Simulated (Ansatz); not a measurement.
Runs of Ansatz 0.2.0 on TaN. Symmetry: P-6m2, No. 187, hexagonal system. Conventional cell: a = 2.938 Å, b = 2.938 Å, c = 2.883 Å, α = 90.00°, β = 90.00°, γ = 120.00°. Around Ta (site symmetry -6m2) lie 6 N at 2.23 Å. N (site symmetry -6m2) has 6 Ta at 2.23 Å as nearest neighbours. 

```csv
task,level,spin,cell,k mesh,cutoff (eV),gap on the mesh (eV),pressure (GPa)
single point,r2SCAN0,off,as given,5 × 5 × 5,500,none,(a)
single point,r2SCANh,off,as given,5 × 5 × 5,500,none,-2.6
single point,HSE06,"SOC, no magnetisation",as given,4 × 4 × 4,420,0.81,(b)
relaxation of cell and atoms,HF,off,relaxed,5 × 5 × 5,420,none,0.0
single point,PBEsol0,off,as given,5 × 5 × 5,420,none,-10.1
```

Alike in all rows: potentials or basis Ansatz PAW; smearing fermi-dirac 0.05 eV; the mesh is coarse, so values aren't converged.

**Question.** Fill in the values left out.

**Answer.** (a) -5.9; (b) -3.3.

Caveats: all runs use coarse meshes; the PAW data sets come from PBE, with cores solved anew for the run's functional, which leaves a small shift of forces and pressure; the thresholds are loose for stress (some runs); the plane-wave basis is chosen anew once the cell has moved, so the energies of steps on either side of that aren't comparable (some runs).

A k mesh can miss the band edges, and rows without SOC leave out spin-orbit coupling on Ta.

A gap of «none» marks a metal or a gap under the smearing width.
